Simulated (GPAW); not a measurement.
Runs of GPAW 26.7.0 on SrCl2. The structure is cubic, space group Fm-3m (No. 225). Conventional cell: a = 6.977 Å, b = 6.977 Å, c = 6.977 Å, α = 90.00°, β = 90.00°, γ = 90.00°. Around Sr (site symmetry m-3m) lie 8 Cl at 3.02 Å. Cl (site symmetry -43m) has 4 Sr at 3.02 Å as nearest neighbours. 

| task | level | potentials or basis | k mesh | band path | band points | gap on the mesh (eV) | pressure (GPa) |
| --- | --- | --- | --- | --- | --- | --- | --- |
| band structure | LDA | the program's PAW data sets (release 1.2.1) made for this functional, pw | 7 × 7 × 7 | GXWKGLUWLK,UX | 100 | (a) | (b) |
| band structure | PBEsol | PAW data sets generated in the run's folder for this functional, pw | 7 × 7 × 7 | GXWKGLUWLK,UX | 100 | 5.18 | -1.0 |
| band structure | r2SCAN | GPAW PAW data sets (gpaw-data 1.2.1), pw | 7 × 7 × 7 | GXWKGLUWLK,UX | 100 | 6.01 | 0.3 |
| single point | TB-mBJ | GPAW PAW data sets for LDA (gpaw-data 1.2.1), pw | 8 × 8 × 8 | - | - | 7.40 | - |

Alike in all rows: no spin polarisation; cell as given; cutoff (eV) 600; smearing fermi-dirac 0.05 eV.

Q: Estimate the missing entries.

A: (a) 4.92; (b) -2.8.

Caveats: the PAW data sets were made with another functional, which shifts forces and pressure a little (some runs); a model potential gives levels but no total energy (some runs).

A k mesh can miss the band edges, and the runs leave out spin-orbit coupling on Sr.

Runs at the PBE level aren't shown here.
